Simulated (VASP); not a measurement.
Crystal: TePb.

```xyz
2
Lattice="0.0000 3.2310 3.2310 3.2310 0.0000 3.2310 3.2310 3.2310 0.0000" Properties=species:S:1:pos:R:3 pbc="T T T"
Pb    0.0000    0.0000    0.0000
Te    3.2310    3.2310    3.2310
```

| Quantity | Value |
| --- | --- |
| Program | VASP 6.6.1 |
| Task | relaxation of cell and atoms |
| Functional | BEEF-vdW |
| Potentials or basis | VASP PAW PBE potentials, release 64 (Pb_d, Te) |
| Cutoff | 600 eV |
| k mesh | 7 × 7 × 7 |
| Occupations | fermi-dirac, width 0.05 eV |
| Spin | no spin polarisation |

At the start: pressure 3.4 GPa; volume 33.73 Å³/atom.

Task: How do energy, volume and symmetry change on relaxing?

Result: Over 3 steps the energy falls by 27.9 meV/atom and the volume is 36.52 Å³/atom (+8.3 %); space group Fm-3m (No. 225, to 0.05 Å).

Step by step:
| step | energy change (eV) | largest force (eV/Å) | pressure (GPa) | volume (Å³) |
| --- | --- | --- | --- | --- |
| 1 | 0.0000 | 0.0000 | 3.44 | 67.46 |
| 2 | -0.0514 | 0.0000 | -0.79 | 74.78 |
| 3 | -0.0558 | 0.0000 | 0.01 | 73.04 |

Final structure:
```
Pb Te
1.0
     0.00000    3.31770    3.31770
     3.31770    0.00000    3.31770
     3.31770    3.31770    0.00000
Pb Te
1 1
Direct
  0.00000 0.00000 0.00000
  0.50000 0.50000 0.50000
```

Caveat: the PAW data sets were made with another functional, which shifts forces and pressure a little.
